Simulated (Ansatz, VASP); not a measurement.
## One calculation of Hg, two programs

```
CELL_PARAMETERS angstrom
5.32614 0.00000 0.00000
-2.66307 4.61257 0.00000
0.00000 0.00000 3.13891
ATOMIC_POSITIONS crystal
Hg 0.33333 0.66667 0.50000
Hg 0.00000 0.00000 0.00000
Hg 0.66667 0.33333 0.50000
```

Alike in both runs: task relaxation of cell and atoms; functional PBE; dispersion D3(BJ); k mesh 10 × 10 × 16; occupations fermi-dirac, width 0.15 eV; no spin polarisation.

|  | VASP | Ansatz |
| --- | --- | --- |
| version | VASP 6.6.1 | Ansatz 0.2.0 |
| potentials or method | VASP PAW PBE potentials, release 64 (Hg) | scalar-relativistic, plane waves, PAW |
| plane-wave cutoff (eV) | 600 | 420 |
| valence electrons in the cell | 36 | 60 |

Ansatz gave:

* gap on the k mesh at the Fermi level, each at its own relaxed structure (eV): none
* relaxed volume (Å³/atom): 25.69
* relaxed cell length with the largest relative difference (Å): 3.129

Q: Estimate VASP's values.

A: gap on the k mesh at the Fermi level, each at its own relaxed structure (eV): none; relaxed volume (Å³/atom): 25.99; relaxed cell length with the largest relative difference (Å): 3.147.

A gap of «none» marks a metal or a gap that the smearing closes. The two sets of potentials don't hold the same shells in valence.

Caveats: pairwise dispersion overbinds metals, which lowers pressure and volume. Spin-orbit coupling is left out, which matters for the levels of Hg. Zero-point motion and thermal expansion aren't in these numbers.
